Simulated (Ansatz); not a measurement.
C: moving C off its site

C, Fmmm, a = 2.466 Å, b = 4.268 Å, c = 6.799 Å. This isn't the element's structure at ambient conditions. Ansatz: PBE+D3(BJ), PAW, 420 eV, Γ-centred 22×22×8 mesh on 4 atoms, Gaussian smearing 0.15 eV; no spin polarisation.

```
C
1.0
     1.23277   -2.13415    0.00000
     1.23277    2.13415    0.00000
     0.00000    0.00000    6.79898
C
4
Direct
  0.08331 0.91669 0.75000
  0.58331 0.41669 0.25000
  0.91669 0.08331 0.25000
  0.41669 0.58331 0.75000
```

Atom 1 (C) moves by x along the unit vector (-0.866, 0.500, 0.000), with its periodic images; all else is held. y is the free energy of the cell over the start, F the force along the path summed over the moved atoms.

```tsv
x (Å)	y (meV)	F (eV/Å)
-0.200	893.5	7.77
-0.160	597.7	6.87
-0.120	349.6	5.49
-0.080	161.4	3.88
-0.040	41.8	2.06
0.000	0.0	0.00
0.080	184.4	-4.76
0.120	428.2	-7.47
0.160	785.8	-10.47
0.200	?	?
```

Q: Fit y = c2 x² + c3 x³ + c4 x⁴ to the energies of the other rows, give the force constant, and predict energy and force of the missing row.

A: Least squares on the rows shown. y = 27087 x² + 22998 x³ − 3522.0 x⁴. The force constant is 2 c2 = 54.2 eV/Å² (for all images moving together, not for a lone atom). The force −dy/dx at the missing row is -13.48 eV/Å (computed -13.42). At x = 0.200 the fit asked for gives 1261.8 meV. The run gave 1263.3 meV, so the fit is 1.5 meV too low, a small miss on the scale of the series.

Cost: 10 runs of about 3.1 core-minutes in all, on AMD EPYC 9R45 (Zen 5) (shared hosts).